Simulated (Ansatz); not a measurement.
Convergence notes, G0W0 on SnSe (Fm-3m)

SnSe (started from an entry of an open crystallographic database), relaxed with r2SCAN+rVV10; one-shot G0W0 in Ansatz without spin-orbit coupling. Calculated for a static, non-magnetic cell.

```
CELL_PARAMETERS angstrom
0.00000 2.98489 2.98489
2.98489 0.00000 2.98489
2.98489 2.98489 0.00000
ATOMIC_POSITIONS crystal
Sn 0.00000 0.00000 0.00000
Se 0.50000 0.50000 0.50000
```

Gaps are read over the mesh points alone. G0W0 values are finite-basis, finite-mesh values.
```csv
start,potentials,frequency model,mesh,empty bands,screening cutoff (eV),Kohn-Sham gap (eV),G0W0 gap (eV),rough cost
r2SCAN,PAW,contour deformation,4×4×4,86,80,0.57,0.79,7 core-seconds
r2SCAN,PAW,contour deformation,4×4×4,200,140,0.57,0.66,18 core-seconds
r2SCAN,PAW,contour deformation,4×4×4,367,210,0.57,0.59,50 core-seconds
HSE06,PAW,contour deformation,4×4×4,200,140,0.62,0.67,60 core-seconds
LDA,PAW,contour deformation,4×4×4,200,140,0.69,0.71,14 core-seconds
PBE,PAW,contour deformation,4×4×4,200,140,0.68,0.72,14 core-seconds
r2SCAN,PAW,Godby-Needs pole,4×4×4,200,140,0.57,0.80,19 core-seconds
r2SCAN,norm-conserving,contour deformation,4×4×4,200,140,0.57,0.71,40 core-seconds
```

The quasiparticle gap on this mesh is 0.59 eV (direct at L), against 0.57 eV from r2SCAN: +0.02 eV. Renormalisation factors Z lie between 0.64 and 0.74.

Raising bands and cutoff together moves the gap by -0.13 eV (80 to 140 eV), then -0.07 eV (140 to 210 eV); the last step is still large, so the basis limit isn't reached. Starting from HSE06 (0.62 eV against r2SCAN's 0.57 eV) gives 0.67 eV, +0.01 eV from G0W0@r2SCAN at the same screening cutoff. Starting from LDA (0.69 eV against r2SCAN's 0.57 eV) gives 0.71 eV, +0.05 eV from G0W0@r2SCAN at the same screening cutoff. Starting from PBE (0.68 eV against r2SCAN's 0.57 eV) gives 0.72 eV, +0.06 eV from G0W0@r2SCAN at the same screening cutoff. The Godby-Needs plasmon pole differs from contour deformation by +0.14 eV. Norm-conserving potentials (wave cutoff 1230 eV against 500 eV) shift the quasiparticle gap by +0.05 eV and the r2SCAN gap by 0.00 eV. On these meshes the dielectric constant comes out too large, which adds an error that these runs don't bound. r2SCAN runs take a wave cutoff of 500 eV.
